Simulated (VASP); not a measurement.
Se, 1 atom in the cell. Symmetry: R-3m, No. 166, trigonal system. Conventional cell: a = 3.937 Å, b = 3.937 Å, c = 3.078 Å, α = 90.00°, β = 90.00°, γ = 120.00°. Se (site symmetry -3m) is surrounded by 6 Se at 2.49 Å. This isn't the form of Se at room conditions, which is trigonal, of chains.

```yaml
Program: VASP 6.6.1
Task: relaxation of cell and atoms
Functional: r2SCAN
Dispersion: rVV10
Potentials_or_basis: VASP PAW PBE potentials, release 64 (Se)
Cutoff: 520 eV
k_mesh: 21 × 21 × 21
Occupations: gaussian, width 0.1 eV
Spin: no spin polarisation
Target_pressure: 30 GPa
Further_INCAR_settings: ALGO = Normal; EDIFF = 1e-07; IBRION = 2; EDIFFG = -0.002; NSW = 80; ISIF = 3
Target_pressure: 30 GPa
```

Potentials or basis: VASP PAW PBE potentials, release 64 (Se).

Command:

```sh
$ cat potpaw_PBE.64/Se/POTCAR > POTCAR
$ mpirun -np 1 vasp_std > vasp.out
```

Hardware: 1 thread of AMD EPYC 7R13 Processor (Zen 3) (shared host).

**Question.** How long does it take, and how much memory?

**Answer.** Run time: 43 min on 1 thread of AMD EPYC 7R13 Processor (Zen 3) (shared host), peak memory 0.23 GiB. Counts: scf iterations 118, k points 891, ion steps 11.
